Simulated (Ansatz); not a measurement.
Geometry optimisation in Ansatz: input, command and trajectory.

```yaml
crystal:
  lattice:
    - [2.082149689, -2.087942439, 0.0]
    - [2.082149689, 2.087942439, 0.0]
    - [0.0, 0.0, 5.1512621043]
  atoms:
    - { symbol: Cu, position: [0.0, 0.5, 0.0] }
    - { symbol: Cu, position: [0.5, 0.0, 0.5] }
    - { symbol: O, position: [0.5, 0.5, 0.25] }
    - { symbol: O, position: [0.5, 0.5, 0.75] }
basis:
  ecutwfc: 420
kpoints:
  mp_grid: { grid: [14, 14, 8] }
hamiltonian:
  xc: pbe
  dispersion: d3bj
scf:
  occupations: { method: gaussian, width: 0.1 }
output:
  forces: true
  stress: true
  eigenvalues: true
relax:
  adjacent_minimum: "off"
  f_tol: 0.005
  max_steps: 50
  cell: { stress_tol: 0.05 }
```

```bash
ansatz run input.yaml --threads 1 --pin off --max-ram 2560MiB --backend cpu --events-out ev --progress --plain --runs-dir out
```

Level of theory: DFT PBE+D3(BJ), scalar-relativistic, plane waves, PAW (Ansatz 0.2.0).

Of 7 frames 6 are shown, positions in Å and forces in eV/Å; the SCF threshold varies from step to step. Steps run on the plane waves of an earlier cell, with a Pulay correction in the pressure. The basis is chosen afresh for the last frame, the zero of the energies, and at times for earlier ones too; energy and pressure step there, also at an unchanged geometry.

```xyz
4
Lattice="2.0821 -2.0879 0.0000 2.0821 2.0879 0.0000 0.0000 0.0000 5.1513" Properties=species:S:1:pos:R:3:forces:R:3 pbc="T T T" step=1 free_energy_over_end_meV_per_atom=3.61 pressure_GPa=-3.70
Cu    1.0411    1.0440    0.0000    0.0000    0.0000    0.0000
Cu    1.0411   -1.0440    2.5756    0.0000    0.0000    0.0000
O     2.0821    0.0000    1.2878    0.0000    0.0000    0.0000
O     2.0821    0.0000    3.8634    0.0000    0.0000    0.0000
4
Lattice="2.0681 -2.0733 0.0000 2.0681 2.0733 0.0000 0.0000 0.0000 5.1528" Properties=species:S:1:pos:R:3:forces:R:3 pbc="T T T" step=2 free_energy_over_end_meV_per_atom=0.40 pressure_GPa=-1.91
Cu    1.0340    1.0367    0.0000    0.0000    0.0000    0.0000
Cu    1.0340   -1.0367    2.5764    0.0000    0.0000    0.0000
O     2.0681    0.0000    1.2882    0.0000    0.0000    0.0000
O     2.0681    0.0000    3.8646    0.0000    0.0000    0.0000
4
Lattice="2.0566 -2.0609 0.0000 2.0566 2.0609 0.0000 0.0000 0.0000 5.1446" Properties=species:S:1:pos:R:3:forces:R:3 pbc="T T T" step=3 free_energy_over_end_meV_per_atom=-1.01 pressure_GPa=0.04
Cu    1.0283    1.0304    0.0000    0.0000    0.0000    0.0000
Cu    1.0283   -1.0304    2.5723    0.0000    0.0000    0.0000
O     2.0566    0.0000    1.2862    0.0000    0.0000    0.0000
O     2.0566    0.0000    3.8585    0.0000    0.0000    0.0000
4
Lattice="2.0575 -2.0614 0.0000 2.0575 2.0614 0.0000 0.0000 0.0000 5.1435" Properties=species:S:1:pos:R:3:forces:R:3 pbc="T T T" step=4 free_energy_over_end_meV_per_atom=-1.00 pressure_GPa=0.00
Cu    1.0287    1.0307    0.0000    0.0000    0.0000    0.0000
Cu    1.0287   -1.0307    2.5717    0.0000    0.0000    0.0000
O     2.0575    0.0000    1.2859    0.0000    0.0000    0.0000
O     2.0575    0.0000    3.8576    0.0000    0.0000    0.0000
4
Lattice="2.0575 -2.0614 0.0000 2.0575 2.0614 0.0000 0.0000 0.0000 5.1435" Properties=species:S:1:pos:R:3:forces:R:3 pbc="T T T" step=5 free_energy_over_end_meV_per_atom=0.00 pressure_GPa=-0.15
Cu    1.0287    1.0307    0.0000    0.0000    0.0000    0.0000
Cu    1.0287   -1.0307    2.5717    0.0000    0.0000    0.0000
O     2.0575    0.0000    1.2859    0.0000    0.0000    0.0000
O     2.0575    0.0000    3.8576    0.0000    0.0000    0.0000
4
Lattice="2.0576 -2.0588 0.0000 2.0576 2.0588 0.0000 0.0000 0.0000 5.1439" Properties=species:S:1:pos:R:3:forces:R:3 pbc="T T T" step=7 free_energy_over_end_meV_per_atom=0.00 pressure_GPa=-0.01
Cu    1.0288    1.0294    0.0000    0.0000    0.0000    0.0000
Cu    1.0288   -1.0294    2.5720    0.0000    0.0000    0.0000
O     2.0576    0.0000    1.2860    0.0000    0.0000    0.0000
O     2.0576    0.0000    3.8579    0.0000    0.0000    0.0000
```

Time: 2.5 min on 1 thread of Arm Neoverse V1 (shared host), peak memory 0.54 GiB.

Spin polarisation was left out, and a magnetic state may lie lower.